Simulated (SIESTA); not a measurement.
**Hg in SIESTA: convergence with vacuum**

Input of the first run (vacuum 6); the others differ in this setting and in those tied to it:

The input Hg.fdf:

```
SystemName                      Hg
SystemLabel                     Hg
NumberOfSpecies                 1
NumberOfAtoms                   4
%block ChemicalSpeciesLabel
  1  80 Hg
%endblock ChemicalSpeciesLabel

LatticeConstant                 1.0 Ang
%block LatticeVectors
     3.4373548965     0.0000000000     0.0000000000
    -1.5474517609     3.0693324571     0.0000000000
     0.0000000000     0.0000000000    14.7810000000
%endblock LatticeVectors
AtomicCoordinatesFormat         Fractional
%block AtomicCoordinatesAndAtomicSpecies
     0.5000000000     0.5000000000     0.2029632636  1  Hg
     0.0000000000     0.0000000000     0.4009871280  1  Hg
     0.5000000000     0.5000000000     0.5990109924  1  Hg
     0.0000000000     0.0000000000     0.7970348567  1  Hg
%endblock AtomicCoordinatesAndAtomicSpecies

%block kgrid.MonkhorstPack
    7   0   0  0.0
    0   7   0  0.0
    0   0   1  0.0
%endblock kgrid.MonkhorstPack
XC.Functional                   GGA
XC.Authors                      PBEsol
PAO.BasisSize                   DZP
PAO.EnergyShift                 0.003 Ry
Mesh.Cutoff                     800 Ry
OccupationFunction              FD
ElectronicTemperature           0.05 eV
Slab.DipoleCorrection           vacuum
MaxSCFIterations                120
SCF.MustConverge                false
SCF.Mixer.Method                Pulay
SCF.Mixer.Weight                0.25
SCF.Mixer.History               8
SCF.DM.Tolerance                5.0e-05
SCF.H.Tolerance                 1.0e-03 eV
WriteForces                     true
Charge.Mulliken                 end
%block PAO.Basis
  Hg 5
  n=5 0 2
    2.588 0.000
  n=6 0 2
    5.681 0.000
  n=5 1 2
    3.064 0.000
  n=6 1 1
    5.681
  n=5 2 2
    4.967 0.000
%endblock PAO.Basis
```

Potentials or basis: PseudoDojo 0.4 standard (PBEsol files), DZP (energy shift 0.003 Ry; two zetas on semicore shells).

The run is started by

```bash
$ siesta Hg.fdf > Hg.out 2>&1
```

The slab is cut from a database's or a generator's crystal, which needn't be the stable form of the element.

Hardware: 1 thread of Intel(R) Xeon(R) Platinum 8488C (Sapphire Rapids), with other jobs on the host.

```tsv
vacuum	energy less the tightest run, at zero smearing (meV/atom)	largest force (eV/Å)	SCF cycles	CPU time (s)	peak memory (GiB)
6	0.00	0.472	12	24	0.34
8	-0.01	0.474	12	24	0.35
10	0.01	0.478	12	24	0.36
12	-0.01	0.472	11	23	0.37
15	-0.01	0.475	12	26	0.4
20	0.00	0.476	12	26	0.42
```

Against the tightest run, the energy stays within 1 meV/atom from 6 on; the largest force stays within 0.005 eV/Å from 6 on. The tightest run that finished is the yardstick and may itself not be fully converged.
